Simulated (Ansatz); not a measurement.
## Mo under pressure: fit and missing row

Mo, Im-3m, a = 3.150 Å. Ansatz: r2SCAN, PAW, 500 eV, Γ-centred 18×18×18 mesh on 1 atom, Gaussian smearing 0.10 eV; no spin polarisation. Cell and atoms are relaxed at each pressure, and no other structure is tried, so the rows at high pressure may lie past a change of phase.

| V (Å³/atom) | P (GPa) |
| --- | --- |
| ? | 39.99 |
| 14.658 | 20.00 |
| 15.105 | 10.00 |
| 15.356 | 5.05 |
| 15.521 | 2.00 |
| 15.634 | 0.00 |
| 15.752 | -2.00 |

Q: Take V0 = 15.634 Å³/atom, fit the third-order Birch–Murnaghan form to the other rows, and predict the missing volume.

A: With the Eulerian strain f = ½[(V0/V)^(2/3) − 1] and y = P/[3f(1 + 2f)^(5/2)], the form is the line y = B0 + 1.5 B0 (B0′ − 4) f. Rows (f, y): 0.02196, 272.7; 0.01161, 271.1; 0.00602, 271.4; 0.00242, 272.2; -0.00250, 270.0. Means f = 0.007902, y = 271.48; Σ(Δf)² = 0.0003532, ΣΔfΔy = 0.02734; the slope is their ratio. y = 270.9 + 77.41 f GPa, so B0 = 270.9 GPa and B0′ = 4 + 2 × (77.41)/(3 × 270.9) = 4.19. P = 39.99 GPa is met at f = 0.04011 (y = 274.00), so V = V0 (1 + 2f)^(−3/2) = 13.925 Å³/atom. The run gave 13.931 Å³/atom, so the fit is 0.006 Å³/atom too low, a small miss on the scale of the series. The form still works here, 91 % of the fitted range beyond its end.

Molybdenum comes out very stiff, with a bulk modulus of 270.9 GPa, as expected for a metal near the middle of the 4d series. Its roughly half-filled d band occupies mostly bonding states and leaves the antibonding ones largely empty, so cohesion is strong and the volume small. Compression stiffens the lattice further as the kinetic energy of the confined valence electrons and the overlap repulsion with the semicore shells rise faster than the d bonding gains.

The predicted volume is slightly too small, so the crystal at 39.99 GPa is a little stiffer than the fit implies, which suggests a pressure derivative somewhat above 4.19. That derivative is the softer result: near zero strain, y is a ratio of two small quantities, and rounding in the volumes can account for much of its scatter. The good extrapolation therefore supports a smooth compression curve more than a precise derivative. Experimentally, bcc molybdenum persists well beyond these pressures, so the curve should describe the phase actually observed.
